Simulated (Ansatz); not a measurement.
# TiH2 (I4/mmm)

All numbers below come from DFT PBEsol, scalar-relativistic, plane waves, PAW (Ansatz).

Plane waves to 420 eV, a k mesh through Γ of 18×18×18 on the computed 3-atom cell and Gaussian smearing (0.10 eV); no spin polarisation.

The structure is relaxed at this level of theory with its symmetry kept. Whether it is the stable form of this composition wasn't checked.

```cif
data_structure
_symmetry_space_group_name_H-M 'P 1'
_symmetry_Int_Tables_number 1
_cell_length_a 3.0541
_cell_length_b 3.0541
_cell_length_c 3.0541
_cell_angle_alpha 117.339
_cell_angle_beta 117.339
_cell_angle_gamma 94.674
_cell_volume 20.88
loop_
_atom_site_label
_atom_site_type_symbol
_atom_site_fract_x
_atom_site_fract_y
_atom_site_fract_z
_atom_site_occupancy
Ti1 Ti 0.00000 0.00000 0.00000 1
H1 H 0.75000 0.25000 0.50000 1
H2 H 0.25000 0.75000 0.50000 1
```

Q: Formation energy from the elements' standard states (uncorrected)?

A: -0.600 eV/atom.

Q: Density of states at the Fermi level?

A: 0.91 states/eV per cell.

Q: Löwdin character within 0.5 eV of the Fermi level?

A: Ti 3d 98 %.

Q: Bulk modulus?

A: 150 GPa.

Q: Its pressure derivative?

A: 3.8.

Q: Bader charges (e)?

A: Ti (1 in the cell) 1.34, H (2 in the cell) -0.67.